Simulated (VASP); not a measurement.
# BP: an input that fails (relaxed cell and band gap)

BP, F-43m (no. 216), 2 atoms in the cell.

INCAR:
```
PREC = Accurate ; ENCUT = 600
EDIFF = 1E-7 ; ISMEAR = 0
SIGMA = 0.02 ; LREAL = False
LASPH = True ; GGA_COMPAT = False
ALGO = Normal ; NELM = 80
ISIF = 3 ; LWAVE = False
LCHARG = False ; GGA = LIBXC
IBRION = 2 ; EDIFFG = -0.005
NSW = 20
```

KPOINTS:
```
k-points
0
Gamma
  8 8 8
```

POSCAR:
```
BP
1.0
    0.0000000000      2.2690000000      2.2690000000
    2.2690000000      0.0000000000      2.2690000000
    2.2690000000      2.2690000000      0.0000000000
P B
1 1
Direct
    0.7500000000      0.7500000000      0.7500000000
    0.0000000000      0.0000000000      0.0000000000
```

Commands:
```
cat potpaw_PBE.64/P/POTCAR potpaw_PBE.64/B/POTCAR > POTCAR
mpirun -np 1 vasp_std > vasp.out
```

VASP stops with:
```
XC_FOCK_READER: Libxc is attempted to be used, but neither LIBXC1 nor LIBXC2 is specified. ---->  I REFUSE TO CONTINUE WITH THIS SICK JOB ... BYE!!! <----
```

Cause: library asked for but no functional named.
